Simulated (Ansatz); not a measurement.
# CdSe: the cost of one run

Method: DFT PBE, scalar-relativistic, plane waves, PAW, in Ansatz 0.2.0.

### Step 1. Starting point

It takes space group F-43m (No. 216, cubic). Conventional cell: a = 6.141 Å, b = 6.141 Å, c = 6.141 Å, α = 90.00°, β = 90.00°, γ = 90.00°. Cd (site symmetry -43m) is surrounded by 4 Se at 2.66 Å. Se (site symmetry -43m) has 4 Cd at 2.66 Å as nearest neighbours.

Coordinates:

```cif
data_structure
_symmetry_space_group_name_H-M 'P 1'
_symmetry_Int_Tables_number 1
_cell_length_a 4.3420
_cell_length_b 4.3420
_cell_length_c 4.3420
_cell_angle_alpha 60.000
_cell_angle_beta 60.000
_cell_angle_gamma 60.000
_cell_volume 57.88
loop_
_atom_site_label
_atom_site_type_symbol
_atom_site_fract_x
_atom_site_fract_y
_atom_site_fract_z
_atom_site_occupancy
Cd1 Cd 0.00000 0.00000 0.00000 1
Se1 Se 0.75000 0.75000 0.75000 1
```

The structure comes from the Materials Project (structure only).

### Step 2. One atom moved

What differs from the listed cell: atom 1 (Cd) moved by 0.04 Å.

Input file input.yaml:

```yaml
crystal:
  lattice:
    - [0.0, 3.0702711986, 3.0702711986]
    - [3.0702711986, 0.0, 3.0702711986]
    - [3.0702711986, 3.0702711986, 0.0]
  atoms:
    - { symbol: Cd, position: [0.0073283429, -0.0073283429, 0.0073283429] }
    - { symbol: Se, position: [0.75, 0.75, 0.75] }
basis:
  ecutwfc: 420
kpoints:
  mp_grid: { grid: [10, 10, 10] }
hamiltonian:
  xc: pbe
scf:
  occupations: { method: gaussian, width: 0.05 }
output:
  forces: true
  stress: true
  eigenvalues: true
  populations: true
```

Started as:

```bash
$ ansatz run input.yaml --threads 1 --pin off --max-ram 1331MiB --backend cpu --events-out ev --progress --plain --runs-dir out
```

Q: Estimate wall time and peak memory on 1 thread of an x86-64 CPU, shared host.

About 13 s, with a peak of 0.57 GiB.
